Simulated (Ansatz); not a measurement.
Fe, 1 atom in the cell. The structure is cubic, space group Im-3m (No. 229). Conventional cell: a = 2.886 Å, b = 2.886 Å, c = 2.886 Å, α = 90.00°, β = 90.00°, γ = 90.00°. Fe (site symmetry m-3m) is surrounded by 8 Fe at 2.50 Å. 

* Program: Ansatz 0.2.0
* Task: single point
* Functional: PBE
* Potentials or basis: Ansatz PAW
* Cutoff: 420 eV (not typed: the program's choice for these potentials)
* k mesh: 13 × 13 × 13
* Occupations: gaussian, width 0.021 eV
* Spin: collinear spin, ferromagnetic start
* Starting moments: [3.0] μB

Potentials or basis: Ansatz PAW.

Run with:

```console
$ ansatz run input.yaml --threads 2 --pin off --max-ram 5632MiB --backend cpu --events-out ev --progress --plain --runs-dir out
```

Hardware: 2 threads of Intel(R) Xeon(R) Processor @ 2.70GHz, with other jobs on the host.

Task: How long does it take, and how much memory?

Result: Run time: 3 s on 2 threads of Intel(R) Xeon(R) Processor @ 2.70GHz (shared host), peak memory 0.32 GiB. Counts: scf iterations 11, plane waves 225, k points 84, bands 14.
